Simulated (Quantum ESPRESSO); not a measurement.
## Al: equation of state with PW91+D4

**Experimental background.**

From “The interpretation of polycrystalline coherent inelastic neutron scattering from aluminium”, 2013, pmc:3831299, for a bulk crystal of Al: bulk modulus 76.9 GPa.

Crystal: Al.

```
Al
1.0
     0.00000    2.02481    2.02481
     2.02481    0.00000    2.02481
     2.02481    2.02481    0.00000
Al
1
Direct
  0.00000 0.00000 0.00000
```

- Program: Quantum ESPRESSO 7.5
- Task: equation of state
- Functional: PW91
- Dispersion: D4
- Potentials or basis: PseudoDojo 0.4.1 SR PBE standard
- Cutoff: 544 eV
- Density cutoff: 2177 eV
- k mesh: 11 × 11 × 11
- Occupations: fermi-dirac, width 0.05 eV
- Spin: no spin polarisation
- Dispersion computed by: dftd4 4.3.1 through ASE
- Mixing beta: 0.5
- Most SCF iterations: 120
- SCF threshold: 2e-10 Ry

The equilibrium volume is 16.11 Å³/atom. The bulk modulus is 83 GPa. The pressure derivative of the bulk modulus is 4.5.

Energy against volume, from the lowest point:
| volume (Å³/atom) | energy (meV/atom) |
| --- | --- |
| 15.607 | 3.81 |
| 15.939 | 0.03 |
| 16.271 | 0.00 |
| 16.603 | 3.32 |
| 16.935 | 9.65 |
| 17.267 | 18.66 |
| 17.599 | 30.04 |

It took 24 s on 1 thread of Arm Neoverse V1, on a shared host, peak memory 0.08 GiB.

A measured bulk modulus of Al is 76.9 GPa (quoted in “The interpretation of polycrystalline coherent inelastic neutron scattering from aluminium”, 2013, pmc:3831299); the calculated 83 GPa misses it by +7.9 %. The fit is for a static lattice scaled at fixed shape and fixed fractional positions.

Caveat: the potentials were made for another functional, which shifts forces and pressure.
